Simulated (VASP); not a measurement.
## Band gap of BeTe: cutoff, mesh and cell

How far does the LDA gap of BeTe depend on cutoff, mesh and cell? The starting structure is a computed structure from the Materials Project. Cell and atoms stay as given unless a step says otherwise.

Calculated with VASP 6.6.1; Kohn-Sham DFT with plane waves and PAW; LDA.

**1. The structure**

Symmetry: F-43m, No. 216, cubic system. The conventional cell has a = 5.663 Å, b = 5.663 Å, c = 5.663 Å, α = 90.00°, β = 90.00°, γ = 90.00°. Te has 4 Be at 2.45 Å nearest. Be has 4 Te at 2.45 Å nearest. Farther neighbours and most contacts between anions are not listed.

Structure file:

```cif
data_structure
_symmetry_space_group_name_H-M 'P 1'
_symmetry_Int_Tables_number 1
_cell_length_a 4.0043
_cell_length_b 4.0043
_cell_length_c 4.0043
_cell_angle_alpha 60.000
_cell_angle_beta 60.000
_cell_angle_gamma 60.000
_cell_volume 45.40
loop_
_atom_site_label
_atom_site_type_symbol
_atom_site_fract_x
_atom_site_fract_y
_atom_site_fract_z
_atom_site_occupancy
Te1 Te 0.25000 0.25000 0.25000 1
Be2 Be 0.00000 0.00000 0.00000 1
```

**2. Reference bands**

Contents of INCAR:

```
SYSTEM = BeTe
PREC = Accurate
ENCUT = 350
EDIFF = 1E-06
NELM = 100
ISMEAR = 0
SIGMA = 0.03
LREAL = .FALSE.
ALGO = Normal
GGA = CA
NBANDS = 16
LORBIT = 11
LWAVE = .FALSE.
LCHARG = .FALSE.
KPAR = 4
```

Contents of POSCAR:

```
BeTe
1.0
    0.0000000000      2.8314587876      2.8314587876
    2.8314587876      0.0000000000      2.8314587876
    2.8314587876      2.8314587876      0.0000000000
Te Be
1 1
Direct
    0.2500000000      0.2500000000      0.2500000000
    0.0000000000      0.0000000000      0.0000000000
```

Contents of KPOINTS:

```
Automatic mesh
0
Gamma
6 6 6
0 0 0
```

Contents of KPOINTS_OPT:

```
Line mode
10
Line-mode
Reciprocal
  0.00000000   0.00000000   0.00000000 GAMMA
  0.50000000   0.00000000   0.50000000 X

  0.50000000   0.00000000   0.50000000 X
  0.50000000   0.25000000   0.75000000 W

  0.50000000   0.25000000   0.75000000 W
  0.37500000   0.37500000   0.75000000 K

  0.37500000   0.37500000   0.75000000 K
  0.00000000   0.00000000   0.00000000 GAMMA

  0.00000000   0.00000000   0.00000000 GAMMA
  0.50000000   0.50000000   0.50000000 L

  0.50000000   0.50000000   0.50000000 L
  0.62500000   0.25000000   0.62500000 U

  0.62500000   0.25000000   0.62500000 U
  0.50000000   0.25000000   0.75000000 W

  0.50000000   0.25000000   0.75000000 W
  0.50000000   0.50000000   0.50000000 L

  0.50000000   0.50000000   0.50000000 L
  0.37500000   0.37500000   0.75000000 K

  0.62500000   0.25000000   0.62500000 U
  0.50000000   0.00000000   0.50000000 X
```

Potentials, in the order of the species: Te and Be (LDA family, release 64).

On the command line:

```
$ mpirun -np 4 vasp_std
```

What it wrote:

```text
[banner, memory and clock lines left out]
running    4 mpi-ranks, on    1 nodes
 distrk:  each k-point on    1 cores,    4 groups
 distr:  one band on    1 cores,    1 groups

 POSCAR found type information on POSCAR TeBe
 POSCAR found :  2 types and       2 ions
 LDA part: xc-table for (Slater(with rela. corr.)+CA(PZ))
 , standard interpolation
 POSCAR, INCAR and KPOINTS ok, starting setup
 FFT: planning ... GRIDC
 FFT: planning ... GRID_SOFT
 FFT: planning ... GRID
 WAVECAR not read
 entering main loop
       N       E                     dE             d eps       ncg     rms          rms(c)
DAV:   1     0.131029565833E+02    0.13103E+02   -0.24507E+03   512   0.296E+02
DAV:   2    -0.805103173347E+01   -0.21154E+02   -0.20352E+02   704   0.648E+01
DAV:   3    -0.885347594749E+01   -0.80244E+00   -0.80152E+00   632   0.120E+01
DAV:   4    -0.886272228655E+01   -0.92463E-02   -0.92461E-02   704   0.144E+00
DAV:   5    -0.886288396066E+01   -0.16167E-03   -0.16167E-03   648   0.178E-01    0.410E+00
DAV:   6    -0.874042066516E+01    0.12246E+00   -0.10696E-01   664   0.866E-01    0.241E+00
DAV:   7    -0.869658690525E+01    0.43834E-01   -0.91937E-02   640   0.939E-01    0.382E-01
DAV:   8    -0.869625835514E+01    0.32855E-03   -0.52429E-03   656   0.284E-01    0.997E-02
DAV:   9    -0.869631478450E+01   -0.56429E-04   -0.17879E-04   648   0.612E-02    0.287E-02
DAV:  10    -0.869631730427E+01   -0.25198E-05   -0.14234E-05   648   0.132E-02    0.124E-02
DAV:  11    -0.869631715727E+01    0.14700E-06   -0.80374E-07   552   0.385E-03
   1 F= -.86963172E+01 E0= -.86963172E+01  d E =-.142591E-20
 Start KPOINTS_OPT (optional k-point list driver)
k-point batch [1-16\100]
       N       E                     dE             ncg
DAV:   1     0.364395562148E+03   -0.20997E+04      512
DAV:   2     0.318106960124E+02   -0.33258E+03      680
DAV:   3     0.188508401115E+02   -0.12960E+02      680
DAV:   4     0.186987624435E+02   -0.15208E+00      680
DAV:   5     0.186961770001E+02   -0.25854E-02      680
DAV:   6     0.186961120224E+02   -0.64978E-04      680
DAV:   7     0.186961101610E+02   -0.18614E-05      680
DAV:   8     0.186961101055E+02   -0.55527E-07      536
[...]
k-point batch [97-100\100]
       N       E                     dE             ncg
DAV:   1     0.287870452968E+04   -0.90594E+03      128
DAV:   2     0.279567314564E+04   -0.83031E+02      184
DAV:   3     0.279297691112E+04   -0.26962E+01      168
DAV:   4     0.279294085433E+04   -0.36057E-01      168
DAV:   5     0.279294049810E+04   -0.35623E-03      184
DAV:   6     0.279294048951E+04   -0.85879E-05      176
DAV:   7     0.279294048928E+04   -0.23500E-06      160
```

Wall time 9.4 s (4 MPI ranks of AMD EPYC 7R43, shared host); peak memory 0.39 GiB; 35 s of CPU time.

Lines that name or quote the potential files are left out of all logs, and their timing lines are given in words.

OUTCAR, selected parts (step 2):

```text
ion  position               nearest neighbor table
   1  0.250  0.250  0.250-   2 2.45   2 2.45   2 2.45   2 2.45
   2  0.000  0.000  0.000-   1 2.45   1 2.45   1 2.45   1 2.45

  LATTYP: Found a face centered cubic cell.
 ALAT       =     5.6629175752

 Subroutine GETGRP returns: Found 24 space group operations
 (whereof 24 operations were pure point group operations)

The static configuration has the point symmetry T_d .

 Found     16 irreducible k-points:

   k-points           NKPTS =     16   k-points in BZ     NKDIM =     16   number of bands    NBANDS=     16

   dimension x,y,z NGX =    24 NGY =   24 NGZ =   24
   dimension x,y,z NGXF=    48 NGYF=   48 NGZF=   48

   ENCUT  =  350.0 eV  25.72 Ry    5.07 a.u.   6.11  6.11  6.11*2*pi/ulx,y,z

   NELECT =       8.0000    total number of electrons

 k-points in reciprocal lattice and weights: Automatic mesh
   0.00000000  0.00000000  0.00000000       0.005
   0.16666667  0.00000000  0.00000000       0.037
   0.33333333  0.00000000  0.00000000       0.037
   0.50000000  0.00000000  0.00000000       0.019
   0.16666667  0.16666667  0.00000000       0.028
   0.33333333  0.16666667  0.00000000       0.111
   0.50000000  0.16666667  0.00000000       0.111
  -0.33333333  0.16666667  0.00000000       0.111
  -0.16666667  0.16666667  0.00000000       0.056
[...]
-0.33333333  0.33333333  0.16666667       0.111
  -0.33333333  0.50000000  0.16666667       0.056

 average (electrostatic) potential at core
       1 -89.7762       2 -32.3383

 E-fermi :   4.9508

 k-point     1 :       0.0000    0.0000    0.0000
  band No.  band energies     occupation
      1      -7.4510      2.00000
      2       4.7619      2.00000
      3       4.7619      2.00000
      4       4.7619      2.00000
      5       8.3573      0.00000
      6       8.3573      0.00000
      7       8.3573      0.00000
      8       8.3657      0.00000
      9      12.9013      0.00000
    ...

 k-point     2 :       0.1667    0.0000    0.0000
  band No.  band energies     occupation
      1      -7.2003      2.00000
      2       2.7961      2.00000
      3       4.3945      2.00000
      4       4.3945      2.00000
      5       8.1430      0.00000
      6       8.8839      0.00000
      7       8.8839      0.00000
      8      10.3766      0.00000
      9      13.5039      0.00000
    ...

 k-point     3 :       0.3333    0.0000    0.0000
  band No.  band energies     occupation
      1      -6.5773      2.00000
      2       0.3857      2.00000
      3       3.8669      2.00000
      4       3.8669      2.00000
      5       7.8708      0.00000
      6       9.3394      0.00000
      7       9.3394      0.00000
      8      12.3473      0.00000
      9      13.8978      0.00000
    ...

  Total       -0.8619443     -0.8619443     -0.8619443     -0.0000000      0.0000000     -0.0000000
  in kB      -30.4178872    -30.4178872    -30.4178872     -0.0000000      0.0000000     -0.0000000
  external PRESSURE =     -30.4178872 kB  Pullay stress =       0.0000000 kB

  energy-cutoff  :      350.00
  volume of cell :       45.40
      direct lattice vectors                 reciprocal lattice vectors
     0.000000000  2.831458788  2.831458788    -0.176587419  0.176587419  0.176587419
     2.831458788  0.000000000  2.831458788     0.176587419 -0.176587419  0.176587419
     2.831458788  2.831458788  0.000000000     0.176587419  0.176587419 -0.176587419

 POSITION                                       TOTAL-FORCE (eV/Angst)
 -----------------------------------------------------------------------------------
      1.41573      1.41573      1.41573        -0.000000     -0.000000     -0.000000
      0.00000      0.00000      0.00000         0.000000      0.000000      0.000000
 -----------------------------------------------------------------------------------
    total drift:                                0.000000      0.000000      0.000000

  FREE ENERGIE OF THE ION-ELECTRON SYSTEM (eV)
  ---------------------------------------------------
  free  energy   TOTEN  =        -8.6963171573 eV

  energy  without entropy=       -8.6963171573  energy(sigma->0) =       -8.69631716

 total charge
# of ion       s       p       d       tot
------------------------------------------
    1        1.338   2.140   0.033   3.510
    2        0.364   0.559   0.000   0.923
--------------------------------------------------
tot          1.701   2.698   0.033   4.432

[... 3 further parts left out ...]
```

Spin-orbit coupling is off here; with elements this heavy it can split and shift levels by tenths of an eV. At this level the cell is under a tension of 3.0 GPa, so at these settings it is away from equilibrium.

The reference gap is 1.905 eV.

**3. Bands with cell and atoms relaxed by LDA**

Against step 2 the input has another starting structure. The cell comes from a relaxation at this level, not shown (43.05 Å³).

INCAR is that of step 2.

Contents of POSCAR:

```
BeTe
1.0
    0.0000000000      2.7816290079      2.7816290079
    2.7816290079      0.0000000000      2.7816290079
    2.7816290079      2.7816290079      0.0000000000
Te Be
1 1
Direct
    0.2500000000      0.2500000000      0.2500000000
    0.0000000000      0.0000000000      0.0000000000
```

KPOINTS is that of step 2.

KPOINTS_OPT is that of step 2.

On the command line:

```
$ mpirun -np 4 vasp_std
```

What it wrote:

```text
[... set-up lines as in an earlier step ...]
 entering main loop
       N       E                     dE             d eps       ncg     rms          rms(c)
DAV:   1     0.128269382333E+02    0.12827E+02   -0.24656E+03   512   0.296E+02
DAV:   2    -0.819584747260E+01   -0.21023E+02   -0.20263E+02   720   0.640E+01
DAV:   3    -0.892493069749E+01   -0.72908E+00   -0.72841E+00   656   0.116E+01
DAV:   4    -0.893264002545E+01   -0.77093E-02   -0.77091E-02   688   0.136E+00
[...]
DAV:   9    -0.871934857426E+01   -0.62895E-04   -0.22942E-04   680   0.685E-02    0.381E-02
DAV:  10    -0.871935224778E+01   -0.36735E-05   -0.16101E-05   632   0.147E-02    0.154E-02
DAV:  11    -0.871935176987E+01    0.47791E-06   -0.13829E-06   664   0.460E-03
   1 F= -.87193518E+01 E0= -.87193518E+01  d E =-.113239E-24
 Start KPOINTS_OPT (optional k-point list driver)
k-point batch [1-16\100]
       N       E                     dE             ncg
DAV:   1     0.430173602626E+03   -0.22007E+04      512
DAV:   2     0.853805096079E+02   -0.34479E+03      680
DAV:   3     0.729636917791E+02   -0.12417E+02      656
DAV:   4     0.728298478937E+02   -0.13384E+00      712
DAV:   5     0.728273329003E+02   -0.25150E-02      680
DAV:   6     0.728272749818E+02   -0.57918E-04      664
DAV:   7     0.728272734883E+02   -0.14935E-05      672
DAV:   8     0.728272734512E+02   -0.37154E-07      560
[...]
k-point batch [97-100\100]
       N       E                     dE             ncg
DAV:   1     0.302423948603E+04   -0.91329E+03      128
DAV:   2     0.294250492228E+04   -0.81735E+02      168
DAV:   3     0.293984665527E+04   -0.26583E+01      152
DAV:   4     0.293981343829E+04   -0.33217E-01      184
DAV:   5     0.293981270677E+04   -0.73151E-03      152
DAV:   6     0.293981268784E+04   -0.18934E-04      176
DAV:   7     0.293981268730E+04   -0.54125E-06      168
```

Elapsed: 7 s, on 4 MPI ranks; peak memory 0.41 GiB; 25 s of CPU time.

Parts of OUTCAR (step 3):

```text
  Total        0.0036237      0.0036237      0.0036237     -0.0000000      0.0000000      0.0000000
  in kB        0.1348745      0.1348745      0.1348745     -0.0000000      0.0000000      0.0000000
  external PRESSURE =       0.1348745 kB  Pullay stress =       0.0000000 kB

 POSITION                                       TOTAL-FORCE (eV/Angst)
 -----------------------------------------------------------------------------------
      1.39081      1.39081      1.39081        -0.000000     -0.000000     -0.000000
      0.00000      0.00000      0.00000         0.000000      0.000000      0.000000
 -----------------------------------------------------------------------------------
    total drift:                                0.000000      0.000000      0.000000

  FREE ENERGIE OF THE ION-ELECTRON SYSTEM (eV)
  ---------------------------------------------------
  free  energy   TOTEN  =        -8.7193517699 eV

  energy  without entropy=       -8.7193517699  energy(sigma->0) =       -8.71935177

[... 1 part as in an earlier step ...]

[... 2 further parts left out ...]
[key lines of the parts left out:]
E-fermi :   5.5767
```

With cell and atoms relaxed by LDA the gap is 1.779 eV, -0.125 eV from the reference.

**4. Bands with no band path**

Against step 2 the input has no band path (also changed: NBANDS).

Changes to INCAR since step 3:

```diff
@@ -10,3 +10,3 @@
 GGA = CA
-NBANDS = 16
+NBANDS = 10
 LORBIT = 11
```

Contents of POSCAR:

```
BeTe
1.0
    0.0000000000      2.8314587876      2.8314587876
    2.8314587876      0.0000000000      2.8314587876
    2.8314587876      2.8314587876      0.0000000000
Te Be
1 1
Direct
    0.2500000000      0.2500000000      0.2500000000
    0.0000000000      0.0000000000      0.0000000000
```

KPOINTS is that of step 3.

On the command line:

```
$ mpirun -np 4 vasp_std
```

What it wrote:

```text
[... set-up lines as in an earlier step ...]
 entering main loop
       N       E                     dE             d eps       ncg     rms          rms(c)
DAV:   1     0.147431721833E+02    0.14743E+02   -0.28577E+03   320   0.490E+02
DAV:   2    -0.796731153089E+01   -0.22710E+02   -0.21309E+02   464   0.793E+01
DAV:   3    -0.885351830915E+01   -0.88621E+00   -0.88499E+00   382   0.174E+01
DAV:   4    -0.886269491867E+01   -0.91766E-02   -0.91762E-02   420   0.211E+00
[...]
DAV:   9    -0.869631510683E+01   -0.50596E-04   -0.15443E-04   382   0.856E-02    0.266E-02
DAV:  10    -0.869631702858E+01   -0.19217E-05   -0.20058E-05   354   0.205E-02    0.113E-02
DAV:  11    -0.869631711105E+01   -0.82473E-07   -0.49439E-07   248   0.489E-03
   1 F= -.86963171E+01 E0= -.86963171E+01  d E =-.491766E-15
```

It took 1.8 s on 4 MPI ranks; peak memory 0.37 GiB.

From OUTCAR (step 4):

```text
  Total       -0.8612952     -0.8612952     -0.8612952      0.0000000      0.0000000      0.0000000
  in kB      -30.3949823    -30.3949823    -30.3949823      0.0000000      0.0000000      0.0000000
  external PRESSURE =     -30.3949823 kB  Pullay stress =       0.0000000 kB

 POSITION                                       TOTAL-FORCE (eV/Angst)
 -----------------------------------------------------------------------------------
      1.41573      1.41573      1.41573         0.000000      0.000000      0.000000
      0.00000      0.00000      0.00000        -0.000000     -0.000000     -0.000000
 -----------------------------------------------------------------------------------
    total drift:                                0.000000      0.000000      0.000000

  FREE ENERGIE OF THE ION-ELECTRON SYSTEM (eV)
  ---------------------------------------------------
  free  energy   TOTEN  =        -8.6963171110 eV

  energy  without entropy=       -8.6963171110  energy(sigma->0) =       -8.69631711

[... 1 part as in an earlier step ...]

[... 2 further parts left out ...]
[key lines of the parts left out:]
E-fermi :   4.9174
```

With no band path the gap is 1.905 eV, +0.000 eV from the reference, read on the mesh alone.

(Continued in part 2 of 2.)

[Lines on the potential files, build, host, timing and source positions are cut from VASP's logs without a mark.]

[Logs are printed without paths, hosts, clocks, repeated set-up lines and the standing remarks that a program may print on its own settings, such as how far it seeks lower states.]

[Hosts, paths, dates, database ids (printed as entryN), source tags and the programs' standing remarks are cut or masked in the printed files.]
